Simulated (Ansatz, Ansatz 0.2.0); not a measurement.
# Lattice constants of β-Ga2O3 with PBEsol and r2SCAN: the long a axis as the critical test

## Experiment

The reference is a set of lattice constants for monoclinic β-Ga2O3 in the conventional base-centred cell: the three axis lengths and the monoclinic angle. They are literature values quoted for comparison in "Band-to-band transitions, selection rules, effective mass and exciton binding energy parameters in monoclinic β-Ga2O3" (2017, arXiv:1704.06711). Neither method nor temperature is given with the values. They are most plausibly a single-crystal X-ray refinement at room temperature, which is an inference from general knowledge. The diffraction structure from the Crystallography Open Database, used here as the starting point, has the same cell to within rounding, so it may well go back to the same determination and is not counted as independent confirmation.

| compared with | measured | source's wording or label | method |
| --- | --- | --- | --- |
| a (Å) | 12.214 | a, conventional base-centred cell, first experimental column (Ref. 76) | method not stated |
| b (Å) | 3.0371 | b, first experimental column (Ref. 76) | method not stated |
| c (Å) | 5.7981 | c, first experimental column (Ref. 76) | method not stated |
| β (°) | 103.83 | monoclinic angle, first experimental column (Ref. 76) | method not stated |

Conditions are those given with the value in the passage it was taken from; "not stated" means there, and the paper may say more elsewhere. The values are a selection: others may have been left out beforehand as unlike or outlying.

## Plan

The aim is to reproduce a, b and c of β-Ga2O3, each within 0.5 %. This limit is a choice of the study. It is narrow enough to expose the error of roughly one per cent that PBE commonly makes in oxide lattice constants, and wide enough to leave room for the difference between a static calculated cell and a crystal at finite temperature. Zero-point motion and thermal expansion together should lengthen the axes of a stiff oxide by roughly 0.1 to 0.3 %, so a static cell ought to lie slightly below a room-temperature one. The angle β is compared as well, without a limit of its own.

The model is the ordered, nonmagnetic primitive cell of ten atoms, with gallium on tetrahedral and octahedral sites. Cell and atoms are relaxed within C2/m. Each axis has to be judged separately, because errors of opposite sign could cancel in the volume.

PBEsol is the natural first choice, being a gradient-corrected functional built for the equilibrium geometry of solids. LDA is passed over because it usually contracts oxide cells, and PBE because it usually expands them. The PBEsol cell is to be tested against a higher cutoff, a denser k mesh and a different kind of potential. An r2SCAN relaxation then serves as the neighbouring level for scale.

System: Ga2O3 (gallium oxide), monoclinic beta; C2/m (No. 12), 10 atoms in the primitive cell; the database structure is a diffraction structure: a = 12.214 Å, b = 3.037 Å, c = 5.798 Å, β = 103.83°; structure from the Crystallography Open Database.

## 1. PBEsol cell and its cutoff dependence

The relaxation at the default cutoff is paired with one at a clearly higher cutoff on the same k mesh. Oxygen 2p and gallium 3d states are both demanding for a plane-wave basis, and an incomplete basis acts directly on the stress that sets the cell. PBEsol is expected to give axes within about half a per cent of the measured ones, more likely too long than too short.

**Run 1.** Ansatz 0.2.0: PBEsol, cell and atoms relaxed from the database structure, PAW set soft_2, cutoff 420 eV (default), 8x8x4 k mesh, Gaussian smearing 0.02 eV.

Key lines of the input:
```
crystal:
  # lattice and atoms
kpoints:
  mp_grid: { grid: [8, 8, 4] }
hamiltonian:
  xc: pbesol
scf:
  occupations: { method: gaussian, width: 0.02 }
output:
  forces: true
  stress: true
relax:
  adjacent_minimum: "off"
  f_tol: 0.005
  max_steps: 60
  cell: { stress_tol: 0.03 }
```

Command:
```
ansatz run input.yaml --threads 8 --pin off --max-ram 16384MiB --backend cpu --events-out ev --progress --plain --runs-dir out
```

Selected lines of the output:
```
relax step   8: F+E_penalty+E_count = -18341.82695790 eV  [...]  max|allowed force component| = 6.100e-4 eV/Å  [...]  P = +0.003 GPa  Ω = 105.590 Å³  [...]
relax step   9: F+E_penalty+E_count = -18341.82722032 eV  [...]  max|allowed force component| = 6.063e-4 eV/Å  [...]  P = +0.005 GPa  Ω = 105.590 Å³  [...]
  cell:  # Å, volume = 105.5904 Å³
```

Converged; 24 s on 8 cores of Arm Neoverse V2, shared host.

**Run 2.** Ansatz 0.2.0: PBEsol, cell and atoms relaxed from the database structure, PAW set soft_2, cutoff 590 eV, 8x8x4 k mesh, Gaussian smearing 0.02 eV.

Key lines of the input, as changed from run 1:
```diff
+ basis:
+   ecutwfc: 590.0
```

Command:
```
ansatz run input.yaml --threads 4 --pin off --max-ram 16384MiB --backend cpu --events-out ev --progress --plain --runs-dir out
```

Selected lines of the output:
```
relax step   5: F+E_penalty+E_count = -18341.87567147 eV  [...]  max|allowed force component| = 3.545e-3 eV/Å  [...]  P = -0.008 GPa  Ω = 105.592 Å³  [...]
relax step   6: F+E_penalty+E_count = -18341.87582754 eV  [...]  max|allowed force component| = 3.542e-3 eV/Å  [...]  P = -0.009 GPa  Ω = 105.592 Å³  [...]
  cell:  # Å, volume = 105.5924 Å³
```

Converged; 80 s on 4 cores of Arm Neoverse V1, shared host.

| quantity | run 1 | run 2 | measured |
| --- | --- | --- | --- |
| a (Å) | 12.277 | 12.277 | 12.214 |
| b (Å) | 3.0474 | 3.0471 | 3.0371 |
| c (Å) | 5.8106 | 5.8106 | 5.7981 |
| β (°) | 103.72 | 103.71 | 103.83 |
| conventional cell volume (Å³) | 211.18 | 211.18 |  |

PBEsol gives all three axes too long. The excess is 0.34 % in b and 0.22 % in c, both within the limit, but 0.52 % in a, which is a narrow miss. Raising the cutoff from 420 to 590 eV leaves a and c unchanged in the printed digits and shifts b by only 0.0003 Å; the primitive-cell volumes, 105.590 and 105.592 Å³, agree just as closely. The long a axis therefore does not come from the default cutoff.

Allowing for zero-point and thermal expansion would lengthen the calculated axes further and move a away from the reference. The margin by which a fails is nevertheless only 0.002 Å, so the remaining numerical choices have to be examined before the miss is put down to the functional.

## 2. Denser k mesh and norm-conserving potentials

Two PBEsol relaxations address these choices: one with a 12×12×6 mesh and the same PAW set, the other with PseudoDojo norm-conserving potentials at their much higher default cutoff. In a wide-gap insulator the mesh should hardly matter. The potentials are the more likely source of a shift, since a few thousandths of an ångström in a would be enough to change the call.

**Run 3.** Ansatz 0.2.0: PBEsol, cell and atoms relaxed from the database structure, PAW set soft_2, cutoff 420 eV (default), 12x12x6 k mesh, Gaussian smearing 0.02 eV.

Key lines of the input, as changed from run 1:
```diff
  kpoints:
-   mp_grid: { grid: [8, 8, 4] }
+   mp_grid: { grid: [12, 12, 6] }
```

Selected lines of the output:
```
  cell:  # Å, volume = 105.5907 Å³
```

Converged; wall time 2.9 min.

**Run 4.** Ansatz 0.2.0: PBEsol, PseudoDojo norm-conserving pseudopotentials, cell and atoms relaxed from the database structure, cutoff 1143 eV (default), 8x8x4 k mesh, Gaussian smearing 0.02 eV.

Key lines of the input, as changed from run 1:
```diff
  hamiltonian:
+   pseudopotentials: { kind: nc, accuracy: standard }
```

Selected lines of the output:
```
  cell:  # Å, volume = 105.5030 Å³
```

Converged; wall time 2.9 min.

| quantity | run 3 | run 4 | measured |
| --- | --- | --- | --- |
| a (Å) | 12.277 | 12.270 | 12.214 |
| b (Å) | 3.0474 | 3.0468 | 3.0371 |
| c (Å) | 5.8105 | 5.8104 | 5.7981 |
| β (°) | 103.72 | 103.73 | 103.83 |
| conventional cell volume (Å³) | 211.18 | 211.01 |  |

The denser mesh leaves a and b unchanged in the printed digits and moves c only in the last one. Exchanging the PAW set for norm-conserving potentials shortens a from 12.277 to 12.270 Å, while b and c hardly respond. This reduces the excess in a from 0.52 to 0.46 % and turns a narrow miss into a narrow pass.

For PBEsol, then, b and c are within the limit with either kind of potential, whereas the call on a depends on the potentials. The difference of 0.007 Å between the two sets is small beside the remaining excess of 0.056 Å, so most of the overestimate survives the exchange. It is also uneven: a is stretched by about twice as much, in relative terms, as c.

## 3. r2SCAN on two k meshes

The neighbouring level is r2SCAN, a meta-GGA that often describes oxide geometries well. It is expected to shorten a, which would settle the axis that PBEsol leaves at the limit. The relaxation on the 8×8×4 mesh is the one to be judged; a second on a 4×4×4 mesh shows how far the r2SCAN cell depends on the sampling, since the check made with PBEsol does not carry over to another functional.

**Run 5.** Ansatz 0.2.0: r2SCAN, cell and atoms relaxed from the database structure, PAW set soft_2, cutoff 500 eV (default), 8x8x4 k mesh, Gaussian smearing 0.02 eV.

Key lines of the input, as changed from run 1:
```diff
  hamiltonian:
-   xc: pbesol
+   xc: r2scan
```

Selected lines of the output:
```
  cell:  # Å, volume = 105.0433 Å³
```

Converged; 40 s on 4 cores of Intel Xeon 6975P-C (Granite Rapids), shared host.

**Run 6.** Ansatz 0.2.0: r2SCAN, cell and atoms relaxed from the database structure, PAW set soft_2, cutoff 500 eV (default), 4x4x4 k mesh, Gaussian smearing 0.02 eV.

Key lines of the input, as changed from run 5:
```diff
  kpoints:
-   mp_grid: { grid: [8, 8, 4] }
+   mp_grid: { grid: [4, 4, 4] }
```

Selected lines of the output:
```
  cell:  # Å, volume = 105.0446 Å³
```

Converged; wall time 15 s.

| quantity | run 5 | run 6 | measured |
| --- | --- | --- | --- |
| a (Å) | 12.256 | 12.247 | 12.214 |
| b (Å) | 3.0391 | 3.0410 | 3.0371 |
| c (Å) | 5.8084 | 5.8091 | 5.7981 |
| β (°) | 103.81 | 103.82 | 103.83 |
| conventional cell volume (Å³) | 210.09 | 210.09 |  |

On the 8×8×4 mesh r2SCAN brings all three axes within the limit: a is too long by 0.34 %, b by 0.07 % and c by 0.18 %. With the same PAW set, a is 0.021 Å shorter than in PBEsol, as anticipated, but it remains the axis with the largest relative error. The angle, 103.81°, lies within 0.02° of the measured one.

The coarser mesh gives the same volume in the printed digits but a slightly different shape, with a shorter by 0.009 Å and b longer by 0.0019 Å. Its a is nearer to the measured value, which is an effect of the sparser sampling and no merit of that setting. The shift is about half the 0.019 Å that separates a on the denser mesh from the limit, so the pass holds on both meshes. Both have four divisions along the third reciprocal axis, so the comparison tests the sampling only in the other two directions. The effect of cutoff and potentials on the r2SCAN cell is not shown in this report.

## Summary of runs

| run | settings | a (Å) | b (Å) | c (Å) | β (°) | cost |
| --- | --- | --- | --- | --- | --- | --- |
| 1 | PBEsol, PAW set soft_2, cutoff 420 eV (default), 8x8x4 k mesh | 12.277 | 3.0474 | 5.8106 | 103.72 | 3.3 core-min |
| 2 | PBEsol, PAW set soft_2, cutoff 590 eV, 8x8x4 k mesh | 12.277 | 3.0471 | 5.8106 | 103.71 | 5.3 core-min |
| 3 | PBEsol, PAW set soft_2, cutoff 420 eV (default), 12x12x6 k mesh | 12.277 | 3.0474 | 5.8105 | 103.72 | 12 core-min |
| 4 | PBEsol, PseudoDojo norm-conserving pseudopotentials, cutoff 1143 eV (default), 8x8x4 k mesh | 12.270 | 3.0468 | 5.8104 | 103.73 | 11 core-min |
| 5 | r2SCAN, PAW set soft_2, cutoff 500 eV (default), 8x8x4 k mesh | 12.256 | 3.0391 | 5.8084 | 103.81 | 2.7 core-min |
| 6 | r2SCAN, PAW set soft_2, cutoff 500 eV (default), 4x4x4 k mesh | 12.247 | 3.0410 | 5.8091 | 103.82 | 62 core-s |
|  | measured | 12.214 | 3.0371 | 5.7981 | 103.83 |  |

Further runs on the same system, made beside this series (convergence steps with loose settings among them):

| further | settings | a (Å) | b (Å) | c (Å) | β (°) | cost |
| --- | --- | --- | --- | --- | --- | --- |
| F1 | r2SCAN+rVV10, PAW set soft_2, cutoff 500 eV (default), 8x8x4 k mesh | 12.206 | 3.0325 | 5.7968 | 103.81 | 3.6 core-min |
| F2 | PBEsol+D3(BJ), PAW set soft_2, cutoff 420 eV (default), 8x8x4 k mesh | 12.191 | 3.0341 | 5.7874 | 103.72 | 3.9 core-min |
| F3 | BLYP+D3(BJ), PAW set soft_2, cutoff 420 eV (default), 8x8x4 k mesh | 12.375 | 3.0752 | 5.8623 | 103.69 | 4 core-min |
| F4 | PBE+D3(BJ), PAW set soft_2, cutoff 420 eV (default), 8x8x4 k mesh | 12.352 | 3.0671 | 5.8487 | 103.70 | 4.2 core-min |
| F5 | BLYP, PAW set soft_2, cutoff 420 eV (default), 8x8x4 k mesh | 12.592 | 3.1117 | 5.9294 | 103.72 | 6.4 core-min |
| F6 | PBE, PAW set soft_2, cutoff 420 eV (default), 8x8x4 k mesh | 12.454 | 3.0834 | 5.8777 | 103.70 | 4.3 core-min |
| F7 | LDA, PAW set soft_2, cutoff 420 eV (default), 8x8x4 k mesh | 12.135 | 3.0158 | 5.7512 | 103.75 | 3.2 core-min |
| F8 | PBEsol, PAW set soft_2, cutoff 420 eV (default), 4x4x4 k mesh | 12.267 | 3.0498 | 5.8111 | 103.74 | 70 core-s |
|  | measured | 12.214 | 3.0371 | 5.7981 | 103.83 |  |

## Verdict

PBEsol, the level this study committed to, does not securely meet the target. Its b and c are within 0.5 %, but a is 0.52 % too long with the PAW set, a narrow miss, and 0.46 % too long with norm-conserving potentials, a narrow pass. r2SCAN meets the target on all three axes, with a largest error of 0.34 % in a, at a cost of 2.7 core-minutes.

The change of potentials mattered most among the checks, since it alone showed that the PBEsol call on a is undecided. The higher cutoff and the denser mesh changed almost nothing, which rules out basis size and sampling as the source of the long axis. On a 4×4×4 mesh PBEsol would have passed with a = 12.267 Å, purely through coarse sampling.

The r2SCAN pass holds for the static cell. Thermal and zero-point expansion, roughly 0.1 to 0.3 %, would lengthen a further and could carry it past the limit. Missing dispersion is a plausible cause of the excess: adding rVV10 to r2SCAN shortens a by 0.050 Å, and adding D3 to PBEsol shortens it by 0.086 Å. Both corrected levels then lie slightly below the measured axes, by at most 0.2 %, which is the side on which a static cell should fall. This supports the conjecture without proving it, as the corrections may also compensate for other errors of the functionals.

Passing over LDA and PBE was justified: LDA makes every axis too short by more than 0.6 %, PBE too long by more than 1.3 %.

Still open are the influence of cutoff and potentials on the r2SCAN cell and the exact thermal correction, for which the temperature of the measurement would be needed.

[Logs are printed without paths, hosts, clocks, repeated set-up lines and the standing remarks that a program may print on its own settings, such as how far it seeks lower states.]

[The runs shown are a pick from a larger set of finished runs; failed, doubtful and other runs were left out of it ahead of writing. So were measured values far from every level or from commonly accepted values, and agreement can look better than it is. Lines of input and output are excerpts and may be shortened.]
